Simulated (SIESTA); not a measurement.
# PbO2 under changes of volume

One of the cells (14.459 Å³/atom); the others are scaled copies at fixed shape and fractional positions:

```xyz
6
Lattice="5.0280 0.0000 0.0000 0.0000 5.0280 0.0000 0.0000 0.0000 3.4316" Properties=species:S:1:pos:R:3 pbc="T T T"
Pb    2.5140    2.5140    1.7158
Pb    0.0000    0.0000    0.0000
O     3.4823    3.4823    0.0000
O     4.0598    0.9683    1.7158
O     0.9683    4.0598    1.7158
O     1.5458    1.5458    0.0000
```

The cell is a database's computed one.

| Property | Result |
| --- | --- |
| Program | SIESTA 5.4.2 |
| Functional | PBEsol |
| Potentials or basis | PseudoDojo 0.4 standard (PBEsol files) |
| Basis | DZP (energy shift 0.003 Ry; two zetas on semicore shells) |
| Grid cutoff | 800 Ry |
| Energy shift | 0.003 Ry |
| k mesh | 6 × 6 × 8 |
| Occupations | fermi-dirac, width 0.05 eV |
| Spin | no spin polarisation |

| volume (Å³/atom) | energy over the lowest point (meV/atom) | pressure (GPa) | largest force (eV/Å) |
| --- | --- | --- | --- |
| 13.325 | 73.60 | 17.9 | 0.163 |
| 13.609 | ? | ? | ? |
| 13.892 | 25.52 | 9.7 | 0.043 |
| 14.459 | 3.25 | 3.2 | 0.057 |
| 14.743 | 0.00 | 0.5 | 0.100 |
| 15.026 | 1.35 | -1.9 | 0.139 |

Problem. What does the run at 13.609 Å³/atom give?

Solution. Energy over the lowest point 45.98 meV/atom; pressure 13.5 GPa; largest force 0.101 eV/Å.

Worked out: A Birch-Murnaghan fit of order 3 (a polynomial in V^(-2/3)) to the other rows has its minimum at 14.80 Å³/atom with B0 = V·E''(V) = 130 GPa and B' = 5.1 at fixed shape and positions, which overstates the stiffness. It gives 45.91 meV/atom at 13.609 Å³/atom, against the run's 45.98, and -dE/dV = 13.5 GPa, against 13.5.

Energies are extrapolated to zero smearing.

Caveats: the basis of atomic orbitals isn't converged, which shifts pressures, moduli and gaps.
